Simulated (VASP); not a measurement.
Input of a VASP 6.6.1 run:

POSCAR

```
ZnS
1.0
    3.8087369372      0.0000000000      0.0000000000
   -1.9043684686      3.2984629439      0.0000000000
    0.0000000000      0.0000000000     12.4664650170
Zn S
4 4
Direct
    0.0000000000      0.0000000000      0.0001143893
    0.0000000000      0.0000000000      0.5001143893
    0.3333333333      0.6666666667      0.2500706165
    0.6666666667      0.3333333333      0.7500706165
    0.0000000000      0.0000000000      0.1872361453
    0.0000000000      0.0000000000      0.6872361453
    0.3333333333      0.6666666667      0.4375788490
    0.6666666667      0.3333333333      0.9375788490
```

INCAR.step1

```
PREC = Accurate ; ENCUT = 520
ISMEAR = 0 ; SIGMA = 0.02
LREAL = False ; LASPH = True
NELM = 60 ; NBANDS = 46
GGA = PE ; ALGO = Normal
EDIFF = 1E-4 ; LWAVE = True
LCHARG = False
```

File INCAR.step2:

```
PREC = Accurate ; ENCUT = 520
EDIFF = 1E-7 ; ISMEAR = 0
SIGMA = 0.02 ; LREAL = False
LASPH = True ; NELM = 60
ALGO = Normal ; ISIF = 2
LWAVE = False ; LCHARG = True
METAGGA = R2SCAN ; LMIXTAU = True
LELF = True ; LVHAR = True
NBANDS = 46 ; ISTART = 1
```

File KPOINTS:

```
Automatic mesh
0
Gamma
  6 6 2
```

Potentials or basis: VASP PAW PBE potentials, release 64 (Zn, S).

Run with:

```sh
$ cat potpaw_PBE.64/Zn/POTCAR potpaw_PBE.64/S/POTCAR > POTCAR
$ cp INCAR.step1 INCAR
$ mpirun -np 1 vasp_std > vasp.out
$ cp INCAR.step2 INCAR
$ mpirun -np 1 vasp_std > vasp.out
```

Problem. Predict the largest force.

Solution. 0.008 eV/Å.

Problem. Predict the band gap on the k mesh.

Solution. 2.75 eV.

Problem. Estimate the pressure.

Solution. 0.0 GPa.

Forces on the atoms (eV/Å):
```
Zn   0.000  0.000 -0.006
Zn   0.000  0.000 -0.006
Zn   0.000  0.000 -0.008
Zn   0.000  0.000 -0.008
S    0.000  0.000  0.007
S    0.000  0.000  0.007
S    0.000  0.000  0.007
S    0.000  0.000  0.007
```

Caveat: the PAW data sets were made with another functional, which shifts forces and pressure a little.

**What was measured.**

A printed reference work, monograph reports, for a bulk crystal of ZnS at 4 K: band gap 3.911 eV (direct).

Against the measured gap of ZnS, 3.911 eV (direct; 4 K; a printed reference work, monograph), the calculated 2.75 eV is off by -1.16 eV. The value is that of r2SCAN, without temperature or zero-point motion.
